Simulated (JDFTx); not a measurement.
The system is Ir.

```
Ir
1.0
     0.00000    1.91560    1.91560
     1.91560    0.00000    1.91560
     1.91560    1.91560    0.00000
Ir
1
Direct
  0.00000 0.00000 0.00000
```

```yaml
Program: JDFTx 1.7.0 (patched build)
Task: single point
Functional: PBE
Potentials_or_basis: PseudoDojo-SR-PBE-0.5-standard
Cutoff: 925 eV
Density_cutoff: 3701 eV
k_mesh: 12 × 12 × 12
Occupations: fermi-dirac, width 0.05 eV
Spin: no spin polarisation
```

On this cell: pressure 10.4 GPa; band gap on the k mesh none (metal or under the smearing width).

The same run follows on a disturbed copy (cell strained at random at fixed volume):

```xyz
1
Lattice="-0.0090 1.9584 1.9389 1.8984 0.0229 1.9070 1.8997 1.9277 0.0216" Properties=species:S:1:pos:R:3 pbc="T T T"
Ir   -0.0331   -0.0321   -0.0109
```

Q: What changes?

A: The energy (extrapolated to zero smearing) moves by +13.0 meV/atom; pressure 10.8 GPa; band gap on the k mesh none (metal or under the smearing width).

Stress tensor (GPa, compression positive):
```
12.94  1.26  1.76
 1.26  7.65 -8.44
 1.76 -8.44 11.71
```

Caveats: the empty levels aren't tightly converged (some runs).
